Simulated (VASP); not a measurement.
Set up this calculation in VASP 6.6.1, as the native input.

```
Task                   : relaxation of cell and atoms
Functional             : PBE
Potentials or basis    : VASP PAW PBE potentials, release 64 (W_sv)
Cutoff                 : 600 eV
k mesh                 : 12 × 12 × 12
Occupations            : fermi-dirac, width 0.05 eV
Spin                   : no spin polarisation
Further INCAR settings : ALGO = Normal; EDIFF = 1e-07; IBRION = 2; EDIFFG = -0.005; NSW = 60; ISIF = 3
```

The structure of W lies in POSCAR:

```
W
1.0
   -1.5823450000      1.5823450000      1.5823450000
    1.5823450000     -1.5823450000      1.5823450000
    1.5823450000      1.5823450000     -1.5823450000
W
1
Direct
    0.0000000000      0.0000000000      0.0000000000
```

These files were run (other wordings do the same):

INCAR

```
SYSTEM = W
PREC = Accurate
ENCUT = 600
EDIFF = 1E-7
ISMEAR = -1
SIGMA = 0.05
LREAL = .FALSE.
LASPH = .TRUE.
NELM = 60
ALGO = Normal
ISIF = 3
LWAVE = .FALSE.
LCHARG = .FALSE.
GGA = PE
IBRION = 2
NSW = 60
EDIFFG = -0.005
```

KPOINTS

```
regular mesh
0
G
  12 12 12
  0 0 0
```

Potentials or basis: VASP PAW PBE potentials, release 64 (W_sv).

Launch:

```console
$ cat potpaw_PBE.64/W_sv/POTCAR > POTCAR
$ mpirun -np 1 vasp_std > vasp.out
```

It gave:

```json
{
  "Relaxed volume": "16.18 Å³/atom",
  "Relaxed cell": "a = 2.760 Å, b = 2.760 Å, c = 2.760 Å, α = 109.47°, β = 109.47°, γ = 109.47°",
  "Space group after relaxing (to 0.05 Å)": "Im-3m (No. 229)",
  "Energy gained by relaxing": "6.5 meV/atom",
  "Ionic steps": "4",
  "Pressure after relaxing": "0.0 GPa",
  "Band gap on the k mesh": "none (metal or under the smearing width)"
}
```

Wall time 14 s on 1 thread of Intel(R) Xeon(R) 6975P-C (Granite Rapids) (shared host), peak memory 0.15 GiB.
